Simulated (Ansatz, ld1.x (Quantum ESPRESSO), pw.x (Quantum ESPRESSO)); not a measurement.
## carbon (C): does the ultrasoft potential hold in the solid?

ld1.x (Quantum ESPRESSO) 7.5 input, shortened:

```
&input
   title='C', zed=6., rel=1, dft='PBE', iswitch=3,
   config='[He] 2s1 2p0 3d-2'
 /
 &inputp
   pseudotype=3, tm=.true., lloc=-1, rcloc=1.25,
   nlcc=.true.,
   which_augfun='PSQ', rmatch_augfun_nc=.true.
 /
6
2S  1  0   1.00   0.00  1.00  1.15  0.0
2S  1  0   0.00  -0.05  1.00  1.15  0.0
2P  2  1   0.00   0.00  1.10  1.50  0.0
2P  2  1   0.00  -0.95  1.10  1.50  0.0
3D  3  2  -2.00   0.05  1.00  1.20  0.0
3D  3  2  -2.00   1.15  1.00  1.20  0.0
 &test
   configts(1)='2s1 2p0'
 /
```

Atomic tests: cutoffs needed: 10 Ry and 30 Ry (the cutoffs (Ry, on a coarse ladder) from which the occupation-weighted sum of valence levels, in a spherical-Bessel basis at the reference potential, stays within 10 and 1 mRy of its value at 400 Ry) The cutoffs count occupied waves only; the empty 2p level needs 25 Ry at the loose tolerance.; ghost test: no extra level below or beside the all-electron valence levels (s, p, d, f tested) (spherical-Bessel basis up to 400 Ry, 20 bohr box); configuration tests: test run stopped at test 1 of 7 (negative rho).

Crystal test: bcc C in pw.x 7.5, no spin, 18³ k-points, Fermi–Dirac smearing 0.01 Ry, cutoffs 40/640 Ry. The reference is all-electron LAPW (Ansatz 0.2.0) with the same functional, mesh and smearing; V0 and B0 come from Birch–Murnaghan fits to the pressures at five volumes. Errors are pseudo minus all-electron; Δ is the rms difference of the E(V) curves that follow from these fits, minima aligned, over ±6 % about the mean V0. Mesh and smearing are coarse, so the numbers serve the comparison and aren't converged zero-temperature values; the lattice is a test structure that the element need not adopt.

```json
{"V (Å³/atom)": "6.226", "P all-electron (GPa)": "15.56", "P pseudo (GPa)": "-0.23"}
{"V (Å³/atom)": "6.390", "P all-electron (GPa)": "9.46", "P pseudo (GPa)": "-5.33"}
{"V (Å³/atom)": "6.554", "P all-electron (GPa)": "4.10", "P pseudo (GPa)": "-9.79"}
{"V (Å³/atom)": "6.718", "P all-electron (GPa)": "-0.60", "P pseudo (GPa)": "-13.67"}
{"V (Å³/atom)": "6.882", "P all-electron (GPa)": "-4.71", "P pseudo (GPa)": "-17.04"}
```

All-electron: a0 = 2.375 Å (V0 = 6.70 Å³/atom), B0 = 182.8 GPa.

Pseudopotential: mean pressure error (GPa): -13.97. The pressure does not cross zero within the volumes sampled, so no fit is given. This is a poor potential for the solid. Atomic configuration tests: test run stopped at test 1 of 7 (negative rho).

Q: At the middle volume, how do free energy and pressure move when the wave cutoff is lowered (ecutrho held at 640 Ry)?

A:

```json
{"cutoff (Ry)": "18", "shift of F (meV/atom)": "+313.6", "shift of P (GPa)": "-20.75"}
{"cutoff (Ry)": "24", "shift of F (meV/atom)": "+65.5", "shift of P (GPa)": "+1.94"}
{"cutoff (Ry)": "32", "shift of F (meV/atom)": "+40.0", "shift of P (GPa)": "+3.89"}
```

Input at the middle volume:

```
&control
  calculation='scf', prefix='x', pseudo_dir='./', outdir='./tmp', tstress=.true., disk_io='low'
/
&system
  ibrav=0, nat=1, ntyp=1, ecutwfc=40, ecutrho=640, nbnd=9,
  occupations='smearing', smearing='fd', degauss=0.01
/
&electrons
  conv_thr=1e-09, mixing_beta=0.4, electron_maxstep=70
/
ATOMIC_SPECIES
C 1.0 C.UPF
CELL_PARAMETERS angstrom
  -1.17891406 1.17891406 1.17891406
  1.17891406 -1.17891406 1.17891406
  1.17891406 1.17891406 -1.17891406
ATOMIC_POSITIONS crystal
C 0.0000 0.0000 0.0000
K_POINTS automatic
18 18 18 0 0 0
```

```bash
pw.x < C.scf.in > C.scf.out
```

Lines of the output:

```
Message from routine setup:
     using ibrav=0 with symmetry is DISCOURAGED, use correct ibrav instead
     lattice parameter (alat)  =       3.8587  a.u.
     unit-cell volume          =      44.2286 (a.u.)^3
     number of electrons       =         4.00
     number of Kohn-Sham states=            9
     kinetic-energy cutoff     =      40.0000  Ry
     charge density cutoff     =     640.0000  Ry
     scf convergence threshold =      1.0E-09
     Exchange-correlation= PBE
     number of k points=   195  Fermi-Dirac smearing, width (Ry)=  0.0100
     iteration #  1     ecut=    40.00 Ry     beta= 0.40
     total energy              =     -11.69478129 Ry
     estimated scf accuracy    <       0.26923260 Ry
     iteration #  2     ecut=    40.00 Ry     beta= 0.40
     negative rho (up, down):  2.189E-03 0.000E+00
     total energy              =     -11.67113762 Ry
     estimated scf accuracy    <       0.07679402 Ry
     iteration #  3     ecut=    40.00 Ry     beta= 0.40
     negative rho (up, down):  1.826E-03 0.000E+00
     total energy              =     -11.67782350 Ry
     estimated scf accuracy    <       0.00030248 Ry
     iteration #  4     ecut=    40.00 Ry     beta= 0.40
     negative rho (up, down):  2.765E-03 0.000E+00
     total energy              =     -11.67791747 Ry
     estimated scf accuracy    <       0.00028806 Ry
     iteration #  5     ecut=    40.00 Ry     beta= 0.40
     negative rho (up, down):  2.510E-03 0.000E+00
     total energy              =     -11.67794300 Ry
     estimated scf accuracy    <       0.00001086 Ry
     iteration #  6     ecut=    40.00 Ry     beta= 0.40
     negative rho (up, down):  2.460E-03 0.000E+00
     total energy              =     -11.67794456 Ry
     estimated scf accuracy    <       0.00000007 Ry
     iteration #  7     ecut=    40.00 Ry     beta= 0.40
     negative rho (up, down):  2.459E-03 0.000E+00
     total energy              =     -11.67794466 Ry
     estimated scf accuracy    <          3.9E-09 Ry
     iteration #  8     ecut=    40.00 Ry     beta= 0.40
     negative rho (up, down):  2.457E-03 0.000E+00
     the Fermi energy is    11.5274 ev
!    total energy              =     -11.67794472 Ry
     estimated scf accuracy    <          1.1E-11 Ry
     smearing contrib. (-TS)   =      -0.00157396 Ry
     The total energy is F=E-TS. E is the sum of the following terms:
     one-electron contribution =       4.90440804 Ry
     hartree contribution      =       0.34521061 Ry
     xc contribution           =      -3.85769565 Ry
     ewald contribution        =     -13.06829376 Ry
     convergence has been achieved in   8 iterations
     negative rho (up, down):  2.457E-03 0.000E+00
          total   stress  (Ry/bohr**3)                   (kbar)     P=      -97.89
```

The run at the middle volume (195 k-points, 8 iterations) took about 4.3 s on one core of a shared host (Neoverse-V1, 32 threads, 247 GiB, load 27).
